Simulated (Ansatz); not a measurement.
Runs of Ansatz 0.2.0 on EuS. Symmetry: Fm-3m, No. 225, cubic system. Conventional cell: a = 5.957 Å, b = 5.957 Å, c = 5.957 Å, α = 90.00°, β = 90.00°, γ = 90.00°. Eu (site symmetry m-3m) has 6 S at 2.98 Å as nearest neighbours. S (site symmetry m-3m) is surrounded by 6 Eu at 2.98 Å. 

| task | level | potentials or basis | cell | cutoff (eV) | smearing | basis error allowed | gap on the mesh (eV) | pressure (GPa) | moment (μB) |
| --- | --- | --- | --- | --- | --- | --- | --- | --- | --- |
| single point | PBE | all-electron LAPW, scalar-relativistic | as given | 206 | gaussian 0.026 eV | 0.001 eV/atom | none | -2.4 | 6.99 |
| band structure | PBEsol | all-electron LAPW, inner shells corrected to Dirac's equation | as given | 207 | fermi-dirac 0.05 eV | 0.001 eV/atom | - | -5.3 | 6.98 |
| single point | PBE | all-electron LAPW, scalar-relativistic | as given | 206 | gaussian 0.014 eV | 0.001 eV/atom | none | -2.4 | 6.99 |
| band structure | PBEsol | all-electron PAW datasets made for the crystal | as given | 280 | fermi-dirac 0.05 eV | - | - | (a) | 6.98 |
| single point | PBE | all-electron LAPW, scalar-relativistic | as given | 206 | gaussian 0.027 eV | 0.001 eV/atom | none | -2.4 | 6.99 |
| relaxation of cell and atoms | PBE | all-electron LAPW, scalar-relativistic | relaxed | - | fermi-dirac 0.05 eV | 0.001 eV/atom | - | 0.0 | 6.97 |
| single point | PBE | all-electron LAPW, scalar-relativistic | as given | 206 | gaussian 0.017 eV | 0.001 eV/atom | none | -2.4 | 6.99 |
| single point | PBE | all-electron LAPW, scalar-relativistic | as given | 206 | gaussian 0.011 eV | 0.001 eV/atom | none | -2.4 | 6.99 |

Alike in all rows: spin collinear, ferromagnetic start; k mesh 8 × 8 × 8.

Estimate the missing entries.

(a) -5.4.

Caveats: an open f shell can end in a state above the lowest; spin-orbit coupling is left out, which moves the levels of the heavy elements; a cell with one magnetic atom can't hold antiferromagnetic order, which such compounds often take; without U or exact exchange the open f shell lies at the Fermi level, which spoils levels, moments and volumes.

A k mesh can miss the band edges, and the runs leave out spin-orbit coupling on Eu.

A gap of «none» marks a metal or a gap under the smearing width.

The runs don't all hold the same shells in valence.
